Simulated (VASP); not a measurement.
# W (Im-3m) in VASP: a series of runs

One crystal, W, is run at these levels: PBEsol; tasks: relaxation of cell and atoms.

Program: VASP 6.6.1. These are calculated values, not measurements. Logs are shortened: lines on timing, memory, paths and dates and some standing lists are left out, and cuts for length are marked.

### Step 1. Starting point

The structure is cubic, space group Im-3m (No. 229). Conventional cell: a = 3.165 Å, b = 3.165 Å, c = 3.165 Å, α = 90.00°, β = 90.00°, γ = 90.00°. W (site symmetry m-3m) has 8 W at 2.74 Å as nearest neighbours.

### Step 2. Relaxation of cell and atoms, PBEsol

INCAR

```
PREC = Accurate ; ENCUT = 520
EDIFF = 1E-7 ; ISMEAR = 0
SIGMA = 0.1 ; LREAL = F
LASPH = T ; NELM = 100
ALGO = Normal ; ISIF = 3
LWAVE = F ; LCHARG = F
GGA = PS ; IBRION = 2
NSW = 80 ; EDIFFG = -0.002
KPAR = 4
```

KPOINTS

```
regular mesh
0
Gamma
  18 18 18
```

POSCAR

```
W
1.0
   -1.5823450000      1.5823450000      1.5823450000
    1.5823450000     -1.5823450000      1.5823450000
    1.5823450000      1.5823450000     -1.5823450000
W
1
Direct
    0.0000000000      0.0000000000      0.0000000000
```

Potentials or basis: VASP PAW PBE potentials, release 64 (W_sv).

On the command line:

```sh
$ cat potpaw_PBE.64/W_sv/POTCAR > POTCAR
$ mpirun -np 4 vasp_std > vasp.out
```

OUTCAR:

```text
PREC = Accurate
   ENCUT = 520
   EDIFF = 1E-7
   ISMEAR = 0
   LREAL = F
   LASPH = T
   NELM = 100
   ISIF = 3
   GGA = PS
   IBRION = 2
   NSW = 80
   EDIFFG = -0.002

 ion  position               nearest neighbor table
   1  0.000  0.000  0.000-

  LATTYP: Found a body centered cubic cell.
 ALAT       =     3.1646900000

  Lattice vectors:

 A1 = (  -1.5823450000,   1.5823450000,   1.5823450000)
 A2 = (   1.5823450000,  -1.5823450000,   1.5823450000)
 A3 = (   1.5823450000,   1.5823450000,  -1.5823450000)

Analysis of symmetry for initial positions (statically):
=====================================================================
 Subroutine PRICEL returns:
 Original cell was already a primitive cell.

 Routine SETGRP: Setting up the symmetry group for a
 body centered cubic supercell.

 Subroutine GETGRP returns: Found 48 space group operations
 (whereof 48 operations were pure point group operations)
 out of a pool of 48 trial point group operations.

The static configuration has the point symmetry O_h .

Analysis of symmetry for dynamics (positions and initial velocities):
=====================================================================
 Subroutine PRICEL returns:
 Original cell was already a primitive cell.

 Routine SETGRP: Setting up the symmetry group for a
 body centered cubic supercell.

 Subroutine GETGRP returns: Found 48 space group operations
 (whereof 48 operations were pure point group operations)
 out of a pool of 48 trial point group operations.

The dynamic configuration has the point symmetry O_h .

 Subroutine INISYM returns: Found 48 space group operations
 (whereof 48 operations are pure point group operations),
 and found     1 'primitive' translations

----------------------------------------------------------------------------------------

                                     Primitive cell

  volume of cell :      15.8476

  direct lattice vectors                    reciprocal lattice vectors
    -1.582345000  1.582345000  1.582345000     0.000000000  0.315986716  0.315986716
     1.582345000 -1.582345000  1.582345000     0.315986716  0.000000000  0.315986716
     1.582345000  1.582345000 -1.582345000     0.315986716  0.315986716  0.000000000

  length of vectors
     2.740701935  2.740701935  2.740701935     0.446872699  0.446872699  0.446872699

[... 91 lines left out ...]
   EMIN   =  10.00;   EMAX   =-10.00  energy-range for DOS
   EFERMI =   0.00;   METHOD = LEGACY
   ISMEAR =     0;   SIGMA  =   0.10  broadening in eV -4-tet -1-fermi 0-gaus
   EFERMI_NEDOS =   21; number of points for ismear=-14 and -15
   IALGO  =     38    algorithm
   IMIX   =      4    mixing-type and parameters
     AMIX     =   0.40;   BMIX     =  1.00
     AMIX_MAG =   1.60;   BMIX_MAG =  1.00
  volume/ion in A,a.u.               =      15.85       106.94
  Fermi-wavevector in a.u.,A,eV,Ry     =   1.570832  2.968442 33.572544  2.467512
  Thomas-Fermi vector in A             =   2.672506
   LORBIT       =      0    0 simple, 1 ext, 2 COOP (PROOUT), +10 PAW based schemes
   GGA     = PS    functional components
   LHFCALC =     F    Hartree Fock is set to
   AEXX    =    0.0000 exact exchange contribution
   IVDW    =     0    specifies the selected vdW correction
   LEPSILON=     F    determine dielectric tensor
   LRPA    =     F    only Hartree local field effects (RPA)
 conjugate gradient relaxation of ions
 non-spin polarized calculation
 Gauss-broadening in eV      SIGMA  =   0.10
  energy-cutoff  :      520.00
  volume of cell :       15.85
 maximum number of plane-waves:       440
   NGX = 11   NGY = 11   NGZ = 11

--------------------------------------- Ionic step        1  -------------------------------------------

 number of electron      14.0000004 magnetization

 Free energy of the ion-electron system (eV)
  ---------------------------------------------------
  ext. energy  EPLUGINS =         0.00000000
  ---------------------------------------------------
  free energy    TOTEN  =       -13.80067916 eV

  energy without entropy =      -13.79720874  energy(sigma->0) =      -13.79894395

------------------------ aborting loop because EDIFF is reached ----------------------------------------

  FORCE on cell =-STRESS in cart. coord.  units (eV):
  Direction    XX          YY          ZZ          XY          YZ          ZX
  --------------------------------------------------------------------------------------
  -------------------------------------------------------------------------------------
  Total       -0.2513760     -0.2513760     -0.2513760      0.0000000      0.0000000     -0.0000000
  in kB      -25.4138766    -25.4138766    -25.4138766      0.0000000      0.0000000     -0.0000000
  external PRESSURE =     -25.4138766 kB  Pullay stress =       0.0000000 kB
[... 162 lines left out ...]
--------------------------------------- Ionic step        6  -------------------------------------------

 number of electron      14.0000004 magnetization

 Free energy of the ion-electron system (eV)
  ---------------------------------------------------
  ext. energy  EPLUGINS =         0.00000000
  ---------------------------------------------------
  free energy    TOTEN  =       -13.80167348 eV

  energy without entropy =      -13.79823392  energy(sigma->0) =      -13.79995370

 E-fermi :  11.3846     XC(G=0): -13.8068

 val. band max:       11.3761387315   @ k =  -0.1667   0.1667   0.0556
 cond. band min:      11.3853487116   @ k =  -0.2778   0.3333   0.2222
 fundamental gap:      0.0092099802
 Fermi energy:        11.3846352993

 k-point     1 :       0.0000    0.0000    0.0000
  band No.  band energies     occupation
      1     -62.7408      2.00000
      2     -26.2866      2.00000
      3     -26.2866      2.00000
      4     -26.2866      2.00000
      5       1.6941      2.00000
      6      10.1451      2.00000
      7      10.1451      2.00000
      8      10.1451      2.00000
      9      13.6483      0.00000
     10      13.6483      0.00000
     11      25.9523      0.00000
[... 309 lines left out ...]
 k-point    24 :       0.3889    0.1111    0.0000
  band No.  band energies     occupation
      1     -62.6010      2.00000
      2     -27.5338      2.00000
      3     -26.7544      2.00000
      4     -26.3533      2.00000
      5       5.4965      2.00000
      6       7.9362      2.00000
      7      10.8211      2.00000
      8      13.4287      0.00000
      9      14.7760      0.00000
     10      17.9105      0.00000
     11      22.4185      0.00000

 [... further k-points ...]
[... 5 lines left out ...]
  --------------------------------------------------------------------------------------
  -------------------------------------------------------------------------------------
  Total       -0.0000121     -0.0000121     -0.0000121      0.0000000      0.0000000     -0.0000000
  in kB       -0.0012379     -0.0012379     -0.0012379      0.0000000      0.0000000     -0.0000000
  external PRESSURE =      -0.0012379 kB  Pullay stress =       0.0000000 kB
[... 16 lines left out ...]
  FREE ENERGIE OF THE ION-ELECTRON SYSTEM (eV)
  ---------------------------------------------------
  free  energy   TOTEN  =       -13.8016734754 eV

  energy  without entropy=      -13.7982339154  energy(sigma->0) =      -13.79995370

 reached required accuracy - stopping structural energy minimisation
```

OSZICAR:

```text
N       E                     dE             d eps       ncg     rms          rms(c)
DAV:   1     0.776855261768E+02    0.77686E+02   -0.79153E+03  4290   0.145E+03
DAV:   2    -0.129085416992E+02   -0.90594E+02   -0.87635E+02  4596   0.338E+02
[... 42 lines left out ...]
   5 F= -.13801672E+02 E0= -.13799952E+02  d E =0.928898E-06
       N       E                     dE             d eps       ncg     rms          rms(c)
DAV:   1    -0.138016800531E+02   -0.75655E-05   -0.15824E-04  4443   0.200E-01    0.346E-02
DAV:   2    -0.138016742339E+02    0.58192E-05   -0.84112E-06  4383   0.400E-02    0.792E-03
DAV:   3    -0.138016732939E+02    0.94002E-06   -0.27553E-06  4503   0.222E-02    0.610E-03
DAV:   4    -0.138016734852E+02   -0.19135E-06   -0.62017E-08  2774   0.353E-03    0.864E-04
DAV:   5    -0.138016734754E+02    0.97848E-08   -0.11719E-08  2154   0.154E-03
   6 F= -.13801673E+02 E0= -.13799954E+02  d E =-.483897E-07
```

Run time: 15 s. Hardware: 4 MPI ranks of Intel Xeon 6975P-C (Granite Rapids), shared host; peak memory 0.15 GiB.

Results:

```yaml
Free_energy: -13.8017 eV
Relaxed_volume: 15.72 Å³/atom
Relaxed_cell: a = 2.734 Å, b = 2.734 Å, c = 2.734 Å, α = 109.47°, β = 109.47°, γ = 109.47°
Space_group_after_relaxing_to_0.05_Å: Im-3m (No. 229)
Energy_gained_by_relaxing: 1.0 meV/atom
Ionic_steps: 6
Pressure_after_relaxing: 0.0 GPa
Band_gap_on_the_k_mesh: none (metal or under the smearing width)
```

Step by step:
```tsv
step	energy change (eV)	largest force (eV/Å)	pressure (GPa)	volume (Å³)
1	0.0000	0.0000	-2.54	15.85
2	0.0126	0.0000	10.06	15.28
3	-0.0010	0.0000	-0.03	15.72
4	-0.0010	0.0000	0.03	15.72
5	-0.0010	0.0000	-0.07	15.73
6	-0.0010	0.0000	0.00	15.72
```

Final structure:
```
W
1.0
    -1.57821    1.57821    1.57821
     1.57821   -1.57821    1.57821
     1.57821    1.57821   -1.57821
W
1
Direct
  0.00000 0.00000 0.00000
```

Caveat: the PAW data sets were made with another functional, which shifts forces and pressure a little.

### Step 3. Relaxation of cell and atoms, PBEsol

This run uses another cell than the first one, of 15.72 Å³/atom, 0.992 times its volume.

INCAR is that of step 2.

KPOINTS is that of step 2.

POSCAR

```
W                                       
1.0
   -1.5782064525      1.5782064525      1.5782064525
    1.5782064525     -1.5782064525      1.5782064525
    1.5782064525      1.5782064525     -1.5782064525
  W             
     1
Direct
     0.0000000000000000    0.0000000000000000    0.0000000000000000
```

Potentials or basis: VASP PAW PBE potentials, release 64 (W_sv).

On the command line:

```sh
$ cat potpaw_PBE.64/W_sv/POTCAR > POTCAR
$ mpirun -np 4 vasp_std > vasp.out
```

Wall time 3.7 s (4 MPI ranks of Intel Xeon 6975P-C (Granite Rapids), shared host); peak memory 0.14 GiB.

It converged, with:

- Free energy: -13.8016 eV
- Pressure after relaxing: 0.0 GPa
- Band gap on the k mesh: none (metal or under the smearing width)

Final structure:
```xyz
1
Lattice="-1.5782 1.5782 1.5782 1.5782 -1.5782 1.5782 1.5782 1.5782 -1.5782" Properties=species:S:1:pos:R:3 pbc="T T T"
W     0.0000    0.0000    0.0000
```

Levels at points of the mesh, in eV from the Fermi level:
```
           k point  band 5  band 6  band 7  band 8  band 9  band 10
(0.00, 0.00, 0.00)   -9.69   -1.24   -1.24   -1.24    2.26     2.26
(0.50, 0.00, 0.00)   -6.34   -3.61    0.73    2.17    3.15     6.25
(0.50, 0.50, 0.50)   -5.91   -5.91    5.25    5.25    5.25     8.33
```

Caveat: the relaxation stopped at its first step, so nothing moved; the PAW data sets were made with another functional, which shifts forces and pressure a little.
